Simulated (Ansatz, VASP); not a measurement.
# One calculation of C, two programs

File INCAR:

```
PREC = Accurate
ENCUT = 520
EDIFF = 1E-6
ISMEAR = -1
SIGMA = 0.05
LREAL = F
LASPH = T
NELM = 60
ALGO = Normal
ISIF = 2
LWAVE = F
LCHARG = F
GGA = PS
NBANDS = 11
```

The input KPOINTS:

```
Automatic mesh
0
Gamma
  13 13 13
```

The input POSCAR:

```
C
1.0
    0.0000000000      1.7592674508      1.7592674508
    1.7592674508      0.0000000000      1.7592674508
    1.7592674508      1.7592674508      0.0000000000
C
2
Direct
    0.7500000000      0.7500000000      0.7500000000
    0.5000000000      0.5000000000      0.5000000000
```

Contents of input.yaml:

```yaml
crystal:
  lattice:
    - [0.0, 1.7592674508, 1.7592674508]
    - [1.7592674508, 0.0, 1.7592674508]
    - [1.7592674508, 1.7592674508, 0.0]
  atoms:
    - { symbol: C, position: [0.75, 0.75, 0.75] }
    - { symbol: C, position: [0.5, 0.5, 0.5] }
hamiltonian:
  xc: pbesol
  pseudopotentials: { kind: paw }
kpoints:
  mp_grid: { grid: [13, 13, 13] }
scf:
  occupations: { method: fermi_dirac, width: 0.05 }
output:
  forces: true
  stress: true
  eigenvalues: true
```

This isn't the form of C at room conditions, which is graphite.

Alike in both runs: task single point; functional PBEsol; k mesh 13 × 13 × 13; occupations fermi-dirac, width 0.05 eV; no spin polarisation.

```csv
,VASP,Ansatz
version,VASP 6.6.1,Ansatz 0.2.0
potentials or method,"VASP PAW PBE potentials, release 64 (C)",Ansatz PAW
plane-wave cutoff (eV),520,420
valence electrons in the cell,8,8
```

Ansatz gave:

```
gap on the k mesh at the Fermi level (eV) : 4.11
least direct gap on the mesh (eV)         : 5.65
pressure (GPa)                            : 14.2
```

Q: Estimate VASP's values.

A: gap on the k mesh at the Fermi level (eV): 4.10; least direct gap on the mesh (eV): 5.65; pressure (GPa): 15.5.

The functional is the same, so the differences come from potentials, cutoffs and numerics.

Caveats: so large a pressure means that the cell lies far from this level's equilibrium, or that cutoff or potentials fall short (VASP); the potentials were made for another functional, which shifts forces and pressure (VASP); an odd mesh through Γ misses points on the zone boundary, where band edges often lie (VASP); odd divisions of the mesh miss points on the zone boundary, where band edges often lie, so the gap on the mesh can be too wide (Ansatz); the pressure holds a Pulay correction of +1.0 GPa for the finite cutoff (Ansatz); the PAW data sets come from PBE, with cores solved anew for the run's functional, which leaves a small shift of forces and pressure (Ansatz).
